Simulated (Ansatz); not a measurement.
Pb:

```
Pb
1.0
     0.00000    3.43900    3.43900
     3.43900    0.00000    3.43900
     3.43900    3.43900    0.00000
Pb
2
Direct
  0.25000 0.25000 0.25000
  0.00000 0.00000 0.00000
```

This isn't the form of Pb at room conditions, which is fcc.

- Program: Ansatz 0.2.0
- Task: relaxation of cell and atoms
- Functional: HF
- Potentials or basis: Ansatz PAW
- Cutoff: 420 eV (not typed: the program's choice for these potentials)
- k mesh: 4 × 4 × 4
- Occupations: fermi-dirac, width 0.05 eV
- Spin: no spin polarisation

At the start: volume 40.67 Å³/atom.

Task: How do energy, volume and symmetry change on relaxing?

Result: It ends after 4 steps and the volume is 42.54 Å³/atom (+4.6 %); space group Fd-3m (No. 227, to 0.05 Å).

The path:
| step | energy change (eV) | largest force (eV/Å) | volume (Å³) |
| --- | --- | --- | --- |
| 1 | 0.0000 | 0.0000 | 81.34 |
| 2 | -0.0141 | 0.0000 | 86.17 |
| 3 | -0.0160 | 0.0000 | 85.07 |
| 4 | -0.0167 | 0.0000 | 85.07 |

Final structure:
```xyz
2
Lattice="0.0000 3.4907 3.4907 3.4907 0.0000 3.4907 3.4907 3.4907 0.0000" Properties=species:S:1:pos:R:3 pbc="T T T"
Pb    1.7454    1.7454    1.7454
Pb    0.0000    0.0000    0.0000
```

Caveat: the k mesh is coarse (spacing up to 0.40 Å⁻¹), so the values aren't converged, least of all with exact exchange; the plane-wave basis is chosen anew once the cell has moved, so the energies of steps on either side of that aren't comparable; the PAW data sets come from PBE, with cores solved anew for the run's functional, which leaves a small shift of forces and pressure.
